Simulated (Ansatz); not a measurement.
**I**

```xyz
1
Lattice="-2.0774 2.0774 2.0774 2.0774 -2.0774 2.0774 2.0774 2.0774 -2.0774" Properties=species:S:1:pos:R:3 pbc="T T T"
I     0.0000    0.0000    0.0000
```

The structure comes from a relaxation in the same program, started in the bcc type, and has space group Im-3m. Whether it is a known phase or the ground state wasn't checked.

No spin–orbit coupling, which matters for the heavy atoms here.

All numbers below come from DFT, PBE, all-electron LAPW, scalar-relativistic (Ansatz 0.2.0).

Settings: a Γ-centred 14×14×14 k mesh, Fermi–Dirac smearing of 0.03 eV, basis error target 0.25 meV/atom, no spin polarisation.

| Quantity | Value |
| --- | --- |
| Band gap | none: with an odd electron count and no spin polarisation the bands can't all be full, a metal in this set-up (spin order or a larger cell could open a gap) |
| Density of states at the Fermi level (0.2 eV bin) | 2.23 states/eV per cell |
| Volume per atom | 35.86 Å³ |
| Pressure at this cell | 0.01 GPa |
